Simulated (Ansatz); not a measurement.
The system is La2O3.

```
La O
1.0
     6.26678    0.00000    0.00000
    -3.13339    5.42719    0.00000
     0.00000    0.00000    3.29977
La O
2 3
Direct
  0.66667 0.33333 0.50000
  0.33333 0.66667 0.50000
  0.50801 0.00000 0.00000
  0.00000 0.50801 0.00000
  0.49199 0.49199 0.00000
```

The cell comes from a database or a generator and needn't be the stable form of this composition.

- Program: Ansatz 0.2.0
- Task: single point
- Functional: PBE
- Potentials or basis: Ansatz PAW
- Cutoff: 420 eV (not typed: the program's choice for these potentials)
- k mesh: 5 × 5 × 8
- Occupations: fermi-dirac, width 0.05 eV
- Spin: no spin polarisation

On this cell: pressure 2.1 GPa; largest force 0.046 eV/Å; band gap on the k mesh 1.53 eV, indirect (least direct gap 2.05 eV).

The same run follows on a disturbed copy (atoms moved at random, drawn with an rms of 0.05 Å):

```
La O
1.0
     6.26678    0.00000    0.00000
    -3.13339    5.42719    0.00000
     0.00000    0.00000    3.29977
La O
2 3
Direct
  0.66897 0.32898 0.49376
  0.33951 0.66834 0.49097
  0.50190 0.00351 0.00723
  0.99508 0.51806 0.99382
  0.49547 0.48828 0.01203
```

What changes?

The energy moves by +14.5 meV/atom; pressure 2.2 GPa; largest force 0.709 eV/Å; band gap on the k mesh 1.56 eV, indirect (least direct gap 2.09 eV).

Forces on the atoms (eV/Å):
```
La  -0.197  0.494  0.145
La  -0.362 -0.209  0.103
O    0.321 -0.474 -0.129
O    0.698 -0.124  0.029
O   -0.460  0.313 -0.148
```

Stress tensor (GPa, compression positive):
```
 2.14 -0.03  0.05
-0.03  3.64  0.09
 0.05  0.09  0.80
```

Caveats: odd divisions of the mesh miss points on the zone boundary, where band edges often lie, so the gap on the mesh can be too wide; spin-orbit coupling is left out, which moves the levels of the heavy elements.

A k mesh can miss the band edges.
